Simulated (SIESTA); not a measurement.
## In under changes of volume

One of the cells (26.686 Å³/atom); the others are scaled copies at fixed shape and fractional positions:

```
CELL_PARAMETERS angstrom
-1.88253 1.88253 1.88253
1.88253 -1.88253 1.88253
1.88253 1.88253 -1.88253
ATOMIC_POSITIONS crystal
In 0.00000 0.00000 0.00000
```

This isn't the form of In at room conditions, which is tetragonal.

| Quantity | Value |
| --- | --- |
| Program | SIESTA 5.4.2 |
| Functional | LDA |
| Potentials or basis | PseudoDojo 0.4 standard (LDA files) |
| Basis | DZP (energy shift 0.003 Ry; two zetas on semicore shells) |
| Grid cutoff | 500 Ry |
| Energy shift | 0.003 Ry |
| k mesh | 10 × 10 × 10 |
| Occupations | fermi-dirac, width 0.05 eV |
| Spin | no spin polarisation |

```tsv
volume (Å³/atom)	energy over the lowest point (meV/atom)	pressure (GPa)
25.085	0.00	-0.8
25.618	3.97	-1.5
26.152	10.23	-2.2
26.686	?	?
27.220	28.06	-3.2
27.753	39.33	-3.6
28.287	51.78	-4.0
```

**Question.** What does the run at 26.686 Å³/atom give?

**Answer.** Energy over the lowest point 18.30 meV/atom; pressure -2.7 GPa.

Worked out: A Birch-Murnaghan fit of order 3 (a polynomial in V^(-2/3)) to the other rows has its minimum at 24.53 Å³/atom, just outside them, with B0 = V·E''(V) = 40 GPa and B' = 5.2. It gives 18.31 meV/atom at 26.686 Å³/atom, against the run's 18.30, and -dE/dV = -2.7 GPa, against -2.7.

Energies are extrapolated to zero smearing.

Caveats: the basis of atomic orbitals isn't converged, which shifts pressures, moduli and gaps.
